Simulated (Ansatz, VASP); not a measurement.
Two plane-wave programs on Sc

Contents of INCAR:

```
PREC     = Accurate       # precision mode
ENCUT    = 600            # plane-wave cutoff, eV
EDIFF    = 1E-6           # SCF threshold, eV
ISMEAR   = -1             # smearing method
SIGMA    = 0.1            # smearing width, eV
LREAL    = False          # projectors in reciprocal space
LASPH    = True           # aspherical terms in the spheres
NELM     = 60             # most SCF steps
ALGO     = Normal         # electronic algorithm
ISIF     = 3              # what is computed and relaxed
LWAVE    = False          # write WAVECAR
LCHARG   = False          # write CHGCAR
GGA      = PS             # functional
IBRION   = 2              # ionic algorithm
NSW      = 80             # ionic steps
EDIFFG   = -0.01          # ionic threshold
```

Contents of KPOINTS:

```
Automatic mesh
0
Gamma
  9 9 9
```

POSCAR

```
Sc
1.0
    0.0000000000      3.2317434665      3.2317434665
    3.2317434665      0.0000000000      3.2317434665
    3.2317434665      3.2317434665      0.0000000000
Sc
2
Direct
    0.1250000000      0.1250000000      0.1250000000
    0.8750000000      0.8750000000      0.8750000000
```

Input for Ansatz:

```yaml
crystal:
  lattice:
    - [0.0, 3.2317434665, 3.2317434665]
    - [3.2317434665, 0.0, 3.2317434665]
    - [3.2317434665, 3.2317434665, 0.0]
  atoms:
    - { symbol: Sc, position: [0.125, 0.125, 0.125] }
    - { symbol: Sc, position: [0.875, 0.875, 0.875] }
hamiltonian:
  xc: pbesol
  pseudopotentials:
    kind: paw
    azcp:
      Sc: "pseudopotentials/Sc.paw.azcp"
basis:
  ecutwfc: 420
  fft_grid_basis: typed
kpoints:
  mp_grid: { grid: [9, 9, 9], shift: [0, 0, 0] }
magnetization:
  spin_polarized: false
scf:
  occupations: { method: fermi_dirac, width: 0.1 }
relax:
  max_steps: 60
  f_tol: 0.01
  cell: {}
```

The cell was built by a generator and needn't be a form met in nature.

Alike in both runs: task relaxation of cell and atoms; functional PBEsol; k mesh 9 × 9 × 9; occupations fermi-dirac, width 0.1 eV; no spin polarisation.

|  | VASP | Ansatz |
| --- | --- | --- |
| version | VASP 6.6.1 | Ansatz 0.2.0 |
| potentials or method | VASP PAW PBE potentials, release 64 (Sc_sv) | plane waves (420 eV) with PAW, scalar-relativistic |
| plane-wave cutoff (eV) | 600 | 420 |
| valence electrons in the cell | 22 | 22 |

|  | VASP | Ansatz | Ansatz less VASP |
| --- | --- | --- | --- |
| relaxed volume (Å³/atom) | 31.36 | 31.25 | -0.107 |
| relaxed cell length with the largest relative difference (Å) | 4.460 | 4.455 | -0.0051 |
| energy change over the relaxation (meV/atom) | -6 | -7 | -0.6 |

Ansatz warned: «pseudo_functional_mismatch».

Caveats: the PAW data sets were made with another functional, which shifts forces and pressure a little (VASP).
